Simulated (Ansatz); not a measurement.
Polymorphs of MoS₂

Method: Ansatz 0.2.0, DFT r2SCAN, scalar-relativistic, plane waves, PAW. Settings: cutoff 500 eV, Γ-centred meshes no coarser than 0.19 Å⁻¹ for metals and 0.3 Å⁻¹ for insulators (2π included), Gaussian smearing.

All energies are static (0 K, no zero-point motion). Larger cells and other orderings weren't all tried, so the list isn't exhaustive. For metals, differences of a few meV/atom aren't resolved. Weakly bound directions are ill-defined at this level, which has no dispersion term (MoS2 P6_3/mmc, MoS2 R3m, MoS2 P-3m1, MoS2 R-3m). No run is spin-polarised.

```tsv
#	started from	space group	atoms	V (Å³/atom)	ΔE (meV/atom)	gap on mesh (eV)
1	database cell	P6_3/mmc (No. 194)	6	19.0	0	1.16
2	database cell	R3m (No. 160)	3	19.0	1	1.15
3	database cell	P-3m1 (No. 164)	12	25.4	3	1.22
4	database cell	P-3m1 (No. 164)	6	31.7	7	1.36
5	database cell	R-3m (No. 166)	3	18.8	293	0.00
6	database cell	P-3m1 (No. 164)	3	18.9	296	0.00
```

The first two are tied within the noise. The first: Space group P6_3/mmc (No. 194), hexagonal, a = 3.184 Å, c = 12.975 Å. Around Mo lie 6 S at 2.41 Å; S has 3 Mo at 2.41 Å. Its energy against the elements is -0.977 eV/atom. The zero of energy is the lowest elemental structures computed at the same level; no fitted shifts are applied.

Space group P6_3/mmc (No. 194). a = 3.184 Å, b = 3.184 Å, c = 12.975 Å, α = 90.00°, β = 90.00°, γ = 120.00°
| atom | site | symmetry | x | y | z |
| --- | --- | --- | --- | --- | --- |
| Mo | 2c | -6m2 | 0.3333 | 0.6667 | 0.2500 |
| S | 4f | 3m. | 0.3333 | 0.6667 | 0.6303 |

The second: Space group R3m (No. 160), trigonal, a = 3.185 Å, c = 19.491 Å. Around Mo lie 6 S at 2.41 Å; S on Wyckoff site a (1 atom of the primitive cell) is coordinated by 3 Mo at 2.41 Å; around S on Wyckoff site a (1 atom of the primitive cell) lie 3 Mo at 2.41 Å.